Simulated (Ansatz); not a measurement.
Relax this structure to zero stress and force, keeping its symmetry:

```
Pb I
1.0
     4.67855    0.00000    0.00000
    -2.33927    4.05174    0.00000
     0.00000    0.00000    7.69038
Pb I
1 2
Direct
  0.00000 0.00000 0.00000
  0.33333 0.66667 0.24128
  0.66667 0.33333 0.75872
```

The calculation used DFT PBE, scalar-relativistic, plane waves, PAW (Ansatz 0.2.0).

Cutoff 420 eV; k points 6×6×4 on the computed 3-atom cell (Γ-centred); Gaussian smearing, width 0.02 eV; no spin polarisation.

**Question.** What does it relax to?

**Answer.** The volume stays the same within 0.01 Å³/atom to 48.59 Å³/atom, and the energy changes by under 0.1 meV/atom. Final structure:
```
Pb I
1.0
     4.67855    0.00000    0.00000
    -2.33927    4.05174    0.00000
     0.00000    0.00000    7.69038
Pb I
1 2
Direct
  0.00000 0.00000 0.00000
  0.33333 0.66667 0.24128
  0.66667 0.33333 0.75872
```

Spin–orbit coupling is left out, which can shift energies with elements as heavy as these. The cell holds layers, and where no dispersion correction was added their binding is poorly described.